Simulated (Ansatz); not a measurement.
# Pb under changes of volume

One of the cells (32.418 Å³/atom); the others are scaled copies at fixed shape and fractional positions:

```
Pb
1.0
     3.03861   -1.75032    0.00000
     3.03861    1.75032    0.00000
    -2.11546    0.00000    6.09522
Pb
2
Direct
  0.90851 0.90851 0.72629
  0.09149 0.09149 0.27371
```

This isn't the form of Pb at room conditions, which is fcc.

* Program: Ansatz 0.2.0
* Functional: LDA
* Potentials or basis: Ansatz PAW
* Cutoff: 420 eV (not typed: the program's choice for these potentials)
* k mesh: 9 × 9 × 5
* Occupations: fermi-dirac, width 0.05 eV
* Spin: no spin polarisation

| volume (Å³/atom) | energy over the lowest point (meV/atom) | pressure (GPa) | largest force (eV/Å) |
| --- | --- | --- | --- |
| 30.473 | 0.00 | -0.7 | 0.069 |
| 31.121 | 4.79 | -1.6 | 0.107 |
| 31.769 | 13.14 | -2.5 | 0.143 |
| 32.418 | 24.63 | -3.2 | 0.177 |
| 33.066 | ? | ? | ? |
| 33.714 | 55.63 | -4.4 | 0.237 |
| 34.363 | 74.52 | -4.9 | 0.263 |

What does the run at 33.066 Å³/atom give?

Energy over the lowest point 38.91 meV/atom; pressure -3.8 GPa; largest force 0.208 eV/Å.

Worked out: A Birch-Murnaghan fit of order 3 (a polynomial in V^(-2/3)) to the other rows has its minimum at 30.03 Å³/atom, just outside them, with B0 = V·E''(V) = 50 GPa and B' = 4.8 at fixed shape and positions, which overstates the stiffness. It gives 38.91 meV/atom at 33.066 Å³/atom, against the run's 38.91, and -dE/dV = -3.8 GPa, against -3.8.

Energies are extrapolated to zero smearing.

Caveats: the PAW data sets come from PBE, with cores solved anew for the run's functional, which leaves a small shift of forces and pressure.
